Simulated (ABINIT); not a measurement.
The system is AlNi3.

```
Ni Al
1.0
     3.52305    0.00000    0.00000
     0.00000    3.52305    0.00000
     0.00000    0.00000    3.52305
Ni Al
3 1
Direct
  0.50000 0.50000 0.00000
  0.50000 0.00000 0.50000
  0.00000 0.50000 0.50000
  0.00000 0.00000 0.00000
```

The cell is a database's computed one.

Base run:

| Quantity | Value |
| --- | --- |
| Program | ABINIT 10.8.3 (patched build) |
| Functional | PBE |
| Potentials or basis | JTH PAW PBE v2.0 |
| Cutoff | 1116 eV |
| k mesh | 8 × 8 × 8 |
| Occupations | fermi-dirac, width 0.05 eV |
| Spin | collinear spin, ferromagnetic start |
| Starting moments | [1.0, 1.0, 1.0, 0.0] μB |

Its results: band gap on the k mesh none (metal or under the smearing width); pressure 7.9 GPa; net moment 0.70 μB per cell; site moments Ni +0.26; Al -0.01 μB.

Q: The run is repeated on the same cell with these changes: functional from PBE to PBEsol; k mesh from 8 × 8 × 8 to 5 × 5 × 5. What comes out?

A: Band gap on the k mesh none (metal or under the smearing width); pressure -0.1 GPa; net moment 0.41 μB per cell; site moments Ni +0.16; Al -0.01 μB.

Several settings changed at once, so the effect can't be laid on one alone.

Caveats: small starting moments can end in a higher magnetic state in this program; the PAW data sets were made with another functional, which shifts forces and pressure a little (some runs).
